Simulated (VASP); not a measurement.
Set up this calculation in VASP 6.6.1, as the native input.

```
Task                   : single point
Functional             : PBE
Potentials or basis    : VASP PAW PBE potentials, release 64 (Cd, O)
Cutoff                 : 520 eV
k mesh                 : 10 × 10 × 10
Occupations            : gaussian, width 0.012 eV
Spin                   : no spin polarisation
Further INCAR settings : ALGO = Normal; EDIFF = 1e-07; NBANDS = 16
```

The structure of CdO (Monteponite) lies in POSCAR:

```
CdO
1.0
    0.0000000000      2.3495000000      2.3495000000
    2.3495000000      0.0000000000      2.3495000000
    2.3495000000      2.3495000000      0.0000000000
Cd O
1 1
Direct
    0.0000000000      0.0000000000      0.0000000000
    0.5000000000      0.5000000000      0.5000000000
```

The input as run:

INCAR

```
SYSTEM = CdO
PREC = Accurate ; ENCUT = 520
EDIFF = 1E-7 ; ISMEAR = 0
SIGMA = 0.012 ; LREAL = .FALSE.
LASPH = .TRUE. ; NELM = 100
ALGO = Normal ; ISIF = 2
LWAVE = .FALSE. ; LCHARG = .TRUE.
GGA = PE ; LELF = .TRUE.
LVHAR = .TRUE. ; NBANDS = 16
```

KPOINTS

```
regular mesh
0
G
  10 10 10
  0 0 0
```

Potentials or basis: VASP PAW PBE potentials, release 64 (Cd, O).

Launch:

```bash
$ cat potpaw_PBE.64/Cd/POTCAR potpaw_PBE.64/O/POTCAR > POTCAR
$ mpirun -np 1 vasp_std > vasp.out
```

It gave:

The pressure is 7.6 GPa and the band gap on the k mesh is none (metal or under the smearing width).

Caveat: this crystal is a semiconductor, whose small gap the functional closes, so the metal is an error of the method.

Run time: 12 s on 1 thread of Intel(R) Xeon(R) 6975P-C (Granite Rapids) (shared host), peak memory 0.16 GiB.
